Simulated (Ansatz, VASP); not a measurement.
# NaF (Villiaumite) in VASP and in Ansatz

```
Na F
1.0
     0.00000    2.32000    2.32000
     2.32000    0.00000    2.32000
     2.32000    2.32000    0.00000
Na F
1 1
Cartesian
  0.0000 0.0000 0.0000
  2.3200 2.3200 2.3200
```

Alike in both runs: task single point; functional r2SCAN; k mesh 6 × 6 × 6; occupations gaussian, width 0.1 eV; no spin polarisation.

|  | VASP | Ansatz |
| --- | --- | --- |
| version | VASP 6.6.1 | Ansatz 0.2.0 |
| potentials or method | VASP PAW PBE potentials, release 64 (Na_pv, F) | scalar-relativistic, plane waves, PAW |
| plane-wave cutoff (eV) | 520 | 500 |
| valence electrons in the cell | 14 | 16 |

Ansatz gave:

* gap on the k mesh at the Fermi level (eV): 7.11
* least direct gap on the mesh (eV): 7.11
* pressure (GPa): -1.5

Question: Which values does VASP return?

Answer: gap on the k mesh at the Fermi level (eV): 7.15; least direct gap on the mesh (eV): 7.15; pressure (GPa): -2.0.

The two sets of potentials don't hold the same shells in valence.

Caveats: the PAW data sets were made with another functional, which shifts forces and pressure a little (VASP). r2SCAN opens gaps a little over a GGA but as a rule still falls short of measured ones.
